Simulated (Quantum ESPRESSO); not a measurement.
Runs of Quantum ESPRESSO 7.5 on TeH2. The cell holds a molecule in a box, 3 atoms: a = 11.000 Å, b = 11.000 Å, c = 10.000 Å, α = 90.00°, β = 90.00°, γ = 90.00°. 

| task | level | potentials or basis | spin | fixed moment (μB) | cell | cutoff (eV) | smearing | boundary across the vacuum | mixing beta | most ionic steps | forc conv thr | etot conv thr | other keys | gap on the mesh (eV) | largest force (eV/Å) |
| --- | --- | --- | --- | --- | --- | --- | --- | --- | --- | --- | --- | --- | --- | --- | --- |
| relaxation of the atoms | BLYP+D3(BJ) | SPMS 1.0 PBE | off | - | atoms relaxed | 952 | fixed | none | 0.5 | 40 | 0.0004 Ry/bohr | 1e-05 Ry | - | (a) | 0.01 |
| real-space fields | LDA | PseudoDojo 0.4.1 SR LDA stringent | collinear, ferromagnetic start | 0 | as given | 1170 | gaussian 0.01 eV | mt | 0.3 | - | - | - | - | - | (b) |
| real-space fields | BLYP+D3(BJ) | JTH 2.0 PBE | off | - | as given | 544 | fixed | mt | 0.5 | - | - | - | - | 3.86 | 0.71 |
| real-space fields | PBE | PseudoDojo 0.4.1 SR PBE standard | off | - | as given | 1088 | fermi-dirac 0.05 eV | none | 0.5 | - | - | - | - | 3.94 | 0.46 |
| single point | PBE | PseudoDojo 0.4.1 SR PBE standard | off | - | atoms moved at random, drawn with an rms of 0.05 Å | 1088 | fermi-dirac 0.05 eV | none | 0.5 | - | - | - | - | 3.78 | 2.64 |
| real-space fields | RPBE+D3(BJ) | GBRV 1.5 PBE | off | - | as given | 612 | fermi-dirac 0.01 eV | mt | 0.05 | - | - | - | mixing_beta = 0.05 | (c) | 0.72 |

Alike in all rows: k mesh 1 × 1 × 1.

Q: Fill in the values left out.

A: (a) 3.77; (b) 0.25; (c) 3.90.

Caveats: this is a molecule in a periodic box, so the gap is that between its Kohn-Sham HOMO and LUMO and the box isn't a crystal (some runs); spin-orbit coupling is left out, which moves the levels of the heavy elements (some runs); the potentials were made for another functional, which shifts forces and pressure (some runs); the total moment is fixed, so each spin has its own Fermi level (some runs).

A k mesh can miss the band edges, and the runs leave out spin-orbit coupling on Te.

A gap of «none» marks a metal or a gap under the smearing width.

The runs don't all hold the same shells in valence.
